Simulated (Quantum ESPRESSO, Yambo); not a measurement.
An input for Quantum ESPRESSO 7.5 (Bi (buckled honeycomb monolayer)):

```
&control
  calculation = 'nscf'
  prefix = 'x'
  outdir = 'o'
  pseudo_dir = 'pseudo'
/
&system
  ibrav = 0
  nat = 2
  ntyp = 1
  ecutwfc = 76.0
  nbnd = 180
  force_symmorphic = .true.
/
&electrons
  conv_thr = 1e-9
  electron_maxstep = 80
  diago_full_acc = .true.
  diago_thr_init = 5e-6
/
ATOMIC_SPECIES
  Bi 208.98 Bi.upf
CELL_PARAMETERS angstrom
  4.3596855297 0.0000000001 0.0000000000
  -2.1798427649 3.7755984212 0.0000000000
  0.0000000000 0.0000000000 14.0000000000
ATOMIC_POSITIONS crystal
  Bi 0.3333333333 0.6666666667 0.4385682884
  Bi 0.6666666667 0.3333333333 0.5614317116
K_POINTS automatic
  6 6 1 0 0 0
```

```sh
OMP_NUM_THREADS=1 mpirun -n 4 pw.x -nk 4 -in pw.in > pw.out
```

How long will it take on 4 MPI ranks of Arm Neoverse V1, shared host, and how much memory?

It took 81 s; on shared hardware allow 40 s to 2.7 min. Peak host memory was 1.3 GiB.

[Paths, hosts, dates, memory and timing lines, banners, echoed tables and standing remarks are left out of the program output.]

[Logs are printed without paths, hosts, clocks, repeated set-up lines and the standing remarks that a program may print on its own settings, such as how far it seeks lower states.]

[Runs of the session that timed out or met a known fault of the program may be left out.]

[Hosts, paths, dates, database ids (printed as entryN), source tags and the programs' standing remarks are cut or masked in the printed files.]
